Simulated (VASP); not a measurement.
A run of VASP 6.6.1 is set up as follows.

Contents of INCAR:

```
PREC = Accurate
ENCUT = 300
EDIFF = 1E-7
ISMEAR = 0
SIGMA = 0.03
LREAL = F
LASPH = T
NELM = 80
ALGO = Normal
ISIF = 2
LWAVE = F
LCHARG = F
GGA = PE
IBRION = 2
NSW = 40
EDIFFG = -0.01
```

KPOINTS

```
regular mesh
0
Gamma
  4 4 4
```

Contents of POSCAR:

```
RbCl                                    
1.0
   -0.0000000000      3.3535456700      3.3535456700
    3.3535456700     -0.0000000000      3.3535456700
    3.3535456700      3.3535456700     -0.0000000000
  Rb              Cl            
     1     1
Direct
     0.0000000000000000    0.0000000000000000    0.0000000000000000
     0.5000000000000000    0.5000000000000000    0.5000000000000000
```

Potentials or basis: VASP PAW PBE potentials, release 64 (Rb_pv, Cl).

Launch:

```console
$ cat potpaw_PBE.64/Rb_pv/POTCAR potpaw_PBE.64/Cl/POTCAR > POTCAR
$ mpirun -np 1 vasp_std > vasp.out
```

**Question.** Estimate the band gap on the k mesh.

**Answer.** 4.81 eV, direct.

Final structure:
```
Rb Cl
1.0
     0.00000    3.35355    3.35355
     3.35355    0.00000    3.35355
     3.35355    3.35355    0.00000
Rb Cl
1 1
Direct
  0.00000 0.00000 0.00000
  0.50000 0.50000 0.50000
```

Caveat: the relaxation stopped at its first step, so nothing moved. Expect the measured gap to be larger: semilocal functionals such as PBE lack the derivative discontinuity.
